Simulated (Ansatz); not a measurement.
Runs of Ansatz 0.2.0 on LiCl. It takes space group Fm-3m (No. 225, cubic). The conventional cell has a = 5.130 Å, b = 5.130 Å, c = 5.130 Å, α = 90.00°, β = 90.00°, γ = 90.00°. Cl (site symmetry m-3m) has 6 Li at 2.56 Å as nearest neighbours. Around Li (site symmetry m-3m) lie 6 Cl at 2.56 Å. 

```csv
task,level,potentials or basis,k mesh,cutoff (eV),smearing,points for each segment of the path,mesh quality,gap on the mesh (eV),pressure (GPa)
projected density of states,r2SCAN+rVV10,Ansatz PAW,9 × 9 × 9,500,fermi-dirac 0.15 eV,-,not flagged,(a),-1.0
single point,r2SCAN0,Ansatz PAW,5 × 5 × 5,500,fermi-dirac 0.1 eV,-,coarse,(c),(b)
band structure,PBE0,Ansatz PAW,5 × 5 × 5,420,cold 0.01 eV,4,coarse,8.45,-0.4
atomic charges,r2SCAN50+D3(BJ),Ansatz PAW earlier set,5 × 5 × 5,900,fermi-dirac 0.1 eV,-,coarse,10.75,-2.5
```

Alike in all rows: no spin polarisation; cell as given.

Problem. Estimate the missing entries.

Solution. (a) 7.16; (b) -0.7; (c) 8.98.

Caveats: some runs use coarse meshes; the PAW data sets come from PBE, with cores solved anew for the run's functional, which leaves a small shift of forces and pressure; odd divisions of the mesh miss points on the zone boundary, where band edges often lie, so the gap on the mesh can be too wide (some runs); the thresholds are loose for stress (some runs); the dispersion damping was fitted for another functional or another form of the correction (some runs).

A k mesh can miss the band edges.

Runs at the PBE level aren't shown here.
